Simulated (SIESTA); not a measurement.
In:

```
In
1.0
    -1.62547    1.62547    2.47370
     1.62547   -1.62547    2.47370
     1.62547    1.62547   -2.47370
In
1
Direct
  0.00000 0.00000 0.00000
```

Base run:

| Item | Value |
| --- | --- |
| Program | SIESTA 5.4.2 |
| Functional | PBE |
| Potentials or basis | PseudoDojo 0.4 standard (PBE files) |
| Basis | DZP (energy shift 0.003 Ry; two zetas on semicore shells) |
| Grid cutoff | 500 Ry |
| Energy shift | 0.003 Ry |
| k mesh | 11 × 11 × 11 |
| Occupations | fermi-dirac, width 0.05 eV |
| Spin | no spin polarisation |

Its results: band gap on the k mesh none (metal or under the smearing width); pressure 2.4 GPa.

Task: After a change of settings the same cell gave: band gap on the k mesh none (metal or under the smearing width); pressure 6.1 GPa. Which change was it?
A. functional from PBE to vdW-DF
B. functional from PBE to vdW-DF-cx
C. functional from PBE to optB88-vdW
D. functional from PBE to VV10

Result: A.

Caveats: spin-orbit coupling is left out, which moves the levels of the heavy elements; the basis of atomic orbitals isn't converged, which shifts pressures, moduli and gaps; the potentials were made for another functional, which shifts forces and pressure (some runs).
